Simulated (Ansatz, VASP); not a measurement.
# Cross-check of InAs between VASP and Ansatz

Aim: how closely do two programs agree when they are given the same cell, functional and k mesh? The cell is taken from a series of runs on this material, whose earlier steps may have relaxed, scaled, displaced or heated it; both programs get it as it stands.

Method: plane waves, with VASP 6.6.1 beside it; zone-centre phonons at LDA, in Ansatz 0.2.0.

## 1. Set-up

Symmetry: Imm2, No. 44, orthorhombic system. Conventional cell: a = 4.176 Å, b = 4.263 Å, c = 6.092 Å, α = 90.00°, β = 90.00°, γ = 90.00°. Nearest to As lie 4 In at 2.60 to 2.61 Å. In has 4 As at 2.60 to 2.61 Å nearest. Farther neighbours are not listed.

As a file:

```cif
data_structure
_symmetry_space_group_name_H-M 'P 1'
_symmetry_Int_Tables_number 1
_cell_length_a 4.2639
_cell_length_b 4.2639
_cell_length_c 4.1757
_cell_angle_alpha 60.682
_cell_angle_beta 60.682
_cell_angle_gamma 59.989
_cell_volume 54.22
loop_
_atom_site_label
_atom_site_type_symbol
_atom_site_fract_x
_atom_site_fract_y
_atom_site_fract_z
_atom_site_occupancy
As1 As 0.74819 0.74819 0.75181 1
In2 In 0.00181 0.00181 0.99819 1
```

## 2. VASP: zone-centre phonons, LDA

Second derivatives magnify differences that forces hide, and they need a tight electronic threshold.

Lines of VASP's logs that name or quote its potential files are left out, and so is its time.

INCAR reads:

```
SYSTEM = InAs
PREC = Accurate
ENCUT = 500
EDIFF = 1E-08
NELM = 120
ISMEAR = 1
SIGMA = 0.2
LREAL = .FALSE.
ALGO = Normal
GGA = CA
NBANDS = 15
LORBIT = 11
LWAVE = .FALSE.
LCHARG = .FALSE.
ISIF = 2
IBRION = 8
LASPH = .TRUE.
GGA_COMPAT = .FALSE.
KPAR = 2
```

POSCAR reads:

```
InAs
1.0
   -0.0309271967      2.9835806232      3.0459775318
    2.9835806232     -0.0309271967      3.0459775318
    2.9526534265      2.9526534265      0.0000000000
As In
1 1
Direct
    0.7481949481      0.7481949481      0.7518050519
    0.0018050519      0.0018050519      0.9981949481
```

KPOINTS reads:

```
Automatic mesh
0
Gamma
12 12 12
0 0 0
```

The projector-augmented-wave data sets are As and In_d (LDA family, release 64).

The run is started by

```
> mpirun -np 2 vasp_std
```

Numbers of over 12 decimals in the logs are rounded to 6 here.

Output:

```text
[banner, memory and clock lines left out]
running    2 mpi-ranks, on    1 nodes
 distrk:  each k-point on    1 cores,    2 groups
 distr:  one band on    1 cores,    1 groups

 POSCAR found type information on POSCAR AsIn
 POSCAR found :  2 types and       2 ions
 LDA part: xc-table for (Slater(with rela. corr.)+CA(PZ))
 , standard interpolation
 POSCAR, INCAR and KPOINTS ok, starting setup
 FFT: planning ... GRIDC
 FFT: planning ... GRID_SOFT
 FFT: planning ... GRID
 WAVECAR not read
 entering main loop
       N       E                     dE             d eps       ncg     rms          rms(c)
DAV:   1     0.112153519948E+03    0.11215E+03   -0.82323E+03  8449   0.127E+03
DAV:   2    -0.150650227428E+01   -0.11366E+03   -0.10952E+03  9065   0.302E+02
DAV:   3    -0.913752290242E+01   -0.76310E+01   -0.75830E+01 10745   0.797E+01
DAV:   4    -0.933653566151E+01   -0.19901E+00   -0.19895E+00 10404   0.143E+01
DAV:   5    -0.934536528273E+01   -0.88296E-02   -0.88295E-02 12579   0.257E+00    0.484E+00
DAV:   6    -0.906729304101E+01    0.27807E+00   -0.38601E-01 13399   0.113E+01    0.267E+00
DAV:   7    -0.902714217413E+01    0.40151E-01   -0.11434E-01 11739   0.321E+00    0.687E-01
DAV:   8    -0.902377319386E+01    0.33690E-02   -0.12243E-02 11121   0.136E+00    0.236E-01
DAV:   9    -0.902365191403E+01    0.12128E-03   -0.80158E-04 10865   0.253E-01    0.149E-01
DAV:  10    -0.902367299064E+01   -0.21077E-04   -0.12186E-04 12960   0.193E-01    0.722E-02
DAV:  11    -0.902367608406E+01   -0.30934E-05   -0.37469E-05 12917   0.121E-01    0.478E-02
DAV:  12    -0.902367369309E+01    0.23910E-05   -0.52056E-06 12633   0.316E-02    0.700E-03
DAV:  13    -0.902367374334E+01   -0.50244E-07   -0.70427E-07 10605   0.506E-03    0.137E-03
DAV:  14    -0.902367373815E+01    0.51909E-08   -0.24972E-08 10959   0.218E-03
   1 F= -.90236737E+01 E0= -.90238195E+01  d E =0.437266E-03
 Linear response reoptimize wavefunctions to high precision
DAV:   1    -0.902367373828E+01   -0.13711E-09   -0.44366E-09  9342   0.118E-03
DAV:   2    -0.902367373838E+01   -0.99590E-10   -0.94865E-10  6167   0.234E-04
 Linear response DOF=           4
 Linear response progress:
  Degree of freedom:   1/  4
       N       E                     dE             d eps       ncg     rms          rms(c)
RMM:   1    -0.475272017804E-01   -0.47527E-01    0.63812E-02 55063   0.157E+00
RMM:   2    -0.452650671337E-01    0.22621E-02    0.16202E-03 40806   0.589E-01    0.110E-01
RMM:   3    -0.459630574394E-01   -0.69799E-03   -0.20003E-03 47999   0.251E-01    0.471E-02
RMM:   4    -0.461278263413E-01   -0.16477E-03   -0.15523E-04 49009   0.833E-02    0.108E-02
RMM:   5    -0.461587808473E-01   -0.30955E-04   -0.17847E-05 50701   0.312E-02    0.483E-03
RMM:   6    -0.461432611051E-01    0.15520E-04   -0.18805E-06 49374   0.836E-03    0.159E-03
RMM:   7    -0.461416191343E-01    0.16420E-05   -0.23049E-07 54309   0.274E-03    0.113E-03
RMM:   8    -0.461418576328E-01   -0.23850E-06   -0.60194E-08 51824   0.112E-03    0.705E-04
RMM:   9    -0.461424789364E-01   -0.62130E-06   -0.26195E-09 48688   0.419E-04    0.822E-05
RMM:  10    -0.461425976831E-01   -0.11875E-06    0.90286E-09 53855   0.171E-04    0.838E-05
RMM:  11    -0.461425857308E-01    0.11952E-07   -0.52471E-08 56050   0.682E-05    0.256E-05
RMM:  12    -0.461425971810E-01   -0.11450E-07    0.10355E-08 52502   0.268E-05    0.701E-06
RMM:  13    -0.461425954948E-01    0.16862E-08   -0.20599E-08 54515   0.132E-05    0.221E-06
 first order change of Fermi-energy   0.19704E-03
 force on displaced ion       1 direction 1 :  -7.859  -0.036   0.000
 Linear response progress:
  Degree of freedom:   2/  4
       N       E                     dE             d eps       ncg     rms          rms(c)
RMM:   1    -0.476813761656E-01   -0.47681E-01    0.64397E-02 17441   0.160E+00
RMM:   2    -0.453252194607E-01    0.23562E-02    0.15832E-03 13271   0.592E-01    0.113E-01
RMM:   3    -0.460423396409E-01   -0.71712E-03   -0.20567E-03 15358   0.254E-01    0.482E-02
RMM:   4    -0.462135246333E-01   -0.17118E-03   -0.16406E-04 15707   0.855E-02    0.109E-02
RMM:   5    -0.462428073075E-01   -0.29283E-04   -0.18755E-05 16298   0.315E-02    0.507E-03
RMM:   6    -0.462260329628E-01    0.16774E-04   -0.22560E-06 15825   0.854E-03    0.165E-03
RMM:   7    -0.462248536653E-01    0.11793E-05   -0.20435E-07 17177   0.278E-03    0.118E-03
RMM:   8    -0.462251624170E-01   -0.30875E-06   -0.56426E-08 16411   0.117E-03    0.744E-04
RMM:   9    -0.462257929104E-01   -0.63049E-06    0.48106E-09 15979   0.419E-04    0.867E-05
RMM:  10    -0.462258664097E-01   -0.73499E-07    0.74844E-08 16996   0.174E-04    0.785E-05
RMM:  11    -0.462258610998E-01    0.53099E-08   -0.72523E-08 17996   0.710E-05    0.195E-05
 first order change of Fermi-energy  -0.13669E+01
 force on displaced ion       1 direction 3 :  -0.000  -0.000  -8.023
 Linear response progress:
  Degree of freedom:   3/  4
       N       E                     dE             d eps       ncg     rms          rms(c)
RMM:   1    -0.235236790126E+00   -0.23524E+00   -0.83330E-02 35171   0.497E+00
RMM:   2    -0.237761076924E+00   -0.25243E-02   -0.13895E-02 44334   0.106E+00    0.793E-02
RMM:   3    -0.237735804152E+00    0.25273E-04   -0.16279E-03 48183   0.329E-01    0.389E-02
RMM:   4    -0.237552971153E+00    0.18283E-03   -0.14907E-04 49067   0.108E-01    0.203E-02
RMM:   5    -0.237511042654E+00    0.41928E-04   -0.20538E-05 51717   0.402E-02    0.788E-03
RMM:   6    -0.237511210981E+00   -0.16833E-06   -0.62937E-07 51294   0.134E-02    0.189E-03
RMM:   7    -0.237520871031E+00   -0.96600E-05    0.14418E-06 52214   0.395E-03    0.732E-04
RMM:   8    -0.237520400916E+00    0.47011E-06    0.86443E-07 52030   0.167E-03    0.463E-04
RMM:   9    -0.237519862932E+00    0.53798E-06    0.40027E-07 52850   0.735E-04    0.100E-04
RMM:  10    -0.237519470371E+00    0.39256E-06    0.36622E-07 53088   0.312E-04    0.429E-05
RMM:  11    -0.237519308266E+00    0.16210E-06    0.30118E-07 54684   0.153E-04    0.118E-05
RMM:  12    -0.237519368317E+00   -0.60051E-07    0.14932E-07 54420   0.851E-05    0.789E-06
RMM:  13    -0.237519402515E+00   -0.34198E-07    0.50533E-08 56111   0.519E-05    0.373E-06
RMM:  14    -0.237519413682E+00   -0.11166E-07   -0.98727E-09 55423   0.346E-05    0.994E-06
RMM:  15    -0.237519406964E+00    0.67181E-08    0.99770E-09 52450   0.263E-05    0.615E-06
 first order change of Fermi-energy  -0.29185E-04
 force on displaced ion       2 direction 1 :  -7.859  -0.039  -0.001
 Linear response progress:
  Degree of freedom:   4/  4
       N       E                     dE             d eps       ncg     rms          rms(c)
RMM:   1    -0.235455112629E+00   -0.23546E+00   -0.87450E-02 11352   0.493E+00
RMM:   2    -0.237902339496E+00   -0.24472E-02   -0.13726E-02 14245   0.105E+00    0.802E-02
RMM:   3    -0.237872623816E+00    0.29716E-04   -0.15936E-03 15448   0.326E-01    0.399E-02
RMM:   4    -0.237693145076E+00    0.17948E-03   -0.15464E-04 15821   0.109E-01    0.204E-02
RMM:   5    -0.237656425071E+00    0.36720E-04   -0.24009E-05 16549   0.402E-02    0.780E-03
RMM:   6    -0.237659548088E+00   -0.31230E-05   -0.46488E-06 16498   0.133E-02    0.196E-03
RMM:   7    -0.237669039134E+00   -0.94910E-05   -0.27687E-08 16724   0.397E-03    0.748E-04
RMM:   8    -0.237668305739E+00    0.73339E-06    0.64787E-07 16698   0.168E-03    0.475E-04
RMM:   9    -0.237667706066E+00    0.59967E-06    0.61937E-07 16582   0.736E-04    0.918E-05
RMM:  10    -0.237667344180E+00    0.36189E-06    0.20701E-07 17107   0.313E-04    0.438E-05
RMM:  11    -0.237667209381E+00    0.13480E-06    0.24997E-07 17260   0.151E-04    0.107E-05
RMM:  12    -0.237667243697E+00   -0.34315E-07   -0.39586E-08 17551   0.817E-05    0.569E-06
RMM:  13    -0.237667233595E+00    0.10101E-07    0.19168E-07 17950   0.488E-05    0.365E-06
RMM:  14    -0.237667252486E+00   -0.18891E-07    0.30133E-08 17855   0.318E-05    0.686E-06
RMM:  15    -0.237667252447E+00    0.39127E-10    0.60181E-08 16081   0.236E-05    0.291E-06
 first order change of Fermi-energy   0.13679E+01
 force on displaced ion       2 direction 3 :   0.000   0.000  -8.013
 Linear response finished
```

OUTCAR, selected parts (step 2):

```text
ion  position               nearest neighbor table
   1  0.748  0.748  0.752-   2 2.60   2 2.60   2 2.61   2 2.61
   2  0.002  0.002  0.998-   1 2.60   1 2.60   1 2.61   1 2.61

  LATTYP: Found a body centered orthorhombic cell.
 ALAT       =     4.1756825207
 B/A-ratio  =     1.0209487483
 C/A-ratio  =     1.4589124133

 Subroutine GETGRP returns: Found  4 space group operations
 (whereof  4 operations were pure point group operations)

The static configuration has the point symmetry C_2v.

 Found    280 irreducible k-points:

   k-points           NKPTS =    280   k-points in BZ     NKDIM =    280   number of bands    NBANDS=     15

   dimension x,y,z NGX =    32 NGY =   32 NGZ =   30
   dimension x,y,z NGXF=    64 NGYF=   64 NGZF=   60

   ENCUT  =  500.0 eV  36.75 Ry    6.06 a.u.   7.77  7.77  7.61*2*pi/ulx,y,z

   NELECT =      18.0000    total number of electrons

 k-points in reciprocal lattice and weights: Automatic mesh
   0.00000000  0.00000000  0.00000000       0.001
   0.08333333  0.00000000  0.00000000       0.002
   0.16666667  0.00000000  0.00000000       0.002
   0.25000000  0.00000000  0.00000000       0.002
   0.33333333  0.00000000  0.00000000       0.002
   0.41666667  0.00000000  0.00000000       0.002
   0.50000000  0.00000000  0.00000000       0.001
   0.08333333  0.08333333  0.00000000       0.001
   0.16666667  0.08333333  0.00000000       0.002
[...]
0.25000000  0.25000000  0.50000000       0.001
  -0.25000000  0.25000000  0.50000000       0.001

 average (electrostatic) potential at core
       1 -52.9342       2 -95.9410

  Total        0.3224758      0.3224758      0.0599195      0.2663637      0.0000000      0.0000000
  in kB        9.5284459      9.5284459      1.7704874      7.8704592      0.0000000      0.0000000
  external PRESSURE =       6.9424597 kB  Pullay stress =       0.0000000 kB

  energy-cutoff  :      500.00
  volume of cell :       54.22
      direct lattice vectors                 reciprocal lattice vectors
    -0.030927197  2.983580623  3.045977532    -0.165864556  0.165864556  0.164150915
     2.983580623 -0.030927197  3.045977532     0.165864556 -0.165864556  0.164150915
     2.952653426  2.952653426  0.000000000     0.169339210  0.169339210 -0.164150915

 POSITION                                       TOTAL-FORCE (eV/Angst)
 -----------------------------------------------------------------------------------
      4.42898      4.42898      4.55797        -0.000000     -0.000000     -0.001692
      2.95265      2.95265      0.01100         0.000000      0.000000      0.001692
 -----------------------------------------------------------------------------------
    total drift:                               -0.000006     -0.000006      0.000332

 Eigenvectors and eigenvalues of the dynamical matrix
 ----------------------------------------------------

   1 f  =    6.574790 THz    41.310624 2PiTHz  219.311391 cm-1    27.191135 meV
             X         Y         Z           dx          dy          dz
      4.428980  4.428980  4.557970     0.000000    0.000000    0.778112
      2.952653  2.952653  0.010996    -0.000000   -0.000000   -0.628125

   2 f  =    6.524399 THz    40.994007 2PiTHz  217.630519 cm-1    26.982733 meV
             X         Y         Z           dx          dy          dz
      4.428980  4.428980  4.557970    -0.550029   -0.550029    0.000000
      2.952653  2.952653  0.010996     0.444374    0.444374   -0.000000

   3 f  =    6.493492 THz    40.799813 2PiTHz  216.599575 cm-1    26.854913 meV
             X         Y         Z           dx          dy          dz
      4.428980  4.428980  4.557970    -0.550103    0.550103   -0.000000
      2.952653  2.952653  0.010996     0.444282   -0.444282    0.000000

   4 f/i=    0.000490 THz     0.003078 2PiTHz    0.016340 cm-1     0.002026 meV
             X         Y         Z           dx          dy          dz
      4.428980  4.428980  4.557970     0.444374    0.444374   -0.000000
      2.952653  2.952653  0.010996     0.550029    0.550029   -0.000000

   5 f/i=    0.000590 THz     0.003708 2PiTHz    0.019688 cm-1     0.002441 meV
             X         Y         Z           dx          dy          dz
      4.428980  4.428980  4.557970    -0.444282    0.444282   -0.000000
      2.952653  2.952653  0.010996    -0.550103    0.550103   -0.000000

   6 f/i=    0.002158 THz     0.013560 2PiTHz    0.071989 cm-1     0.008926 meV
             X         Y         Z           dx          dy          dz
      4.428980  4.428980  4.557970    -0.000000    0.000000    0.628125
      2.952653  2.952653  0.010996    -0.000000    0.000000    0.778112

 ELASTIC MODULI CONTR FROM IONIC RELAXATION (kBar)
 Direction    XX          YY          ZZ          XY          YZ          ZX
 --------------------------------------------------------------------------------
 XX          -0.4293     -0.4293     -0.7593    -10.3111      0.0000      0.0000
 YY          -0.4293     -0.4293     -0.7593    -10.3111      0.0000      0.0000
 ZZ          -0.7593     -0.7593     -1.3429    -18.2369      0.0000      0.0000
 XY         -10.3111    -10.3111    -18.2369   -247.6655      0.0000      0.0000
 YZ           0.0000      0.0000      0.0000      0.0000   -251.0069    -19.7183
 ZX           0.0000      0.0000      0.0000      0.0000    -19.7183   -239.3113
 --------------------------------------------------------------------------------
```

The gap is under twice the smearing width, so the edge states are partly filled and the run can't tell a small gap from a semimetal. Methfessel-Paxton smearing is not meant for a cell with a gap.

(Continued in part 2 of 2.)

[Lines on the potential files, build, host, timing and source positions are cut from VASP's logs without a mark.]

[Logs are printed without paths, hosts, clocks, repeated set-up lines and the standing remarks that a program may print on its own settings, such as how far it seeks lower states.]

[Hosts, paths, dates, database ids (printed as entryN), source tags and the programs' standing remarks are cut or masked in the printed files.]
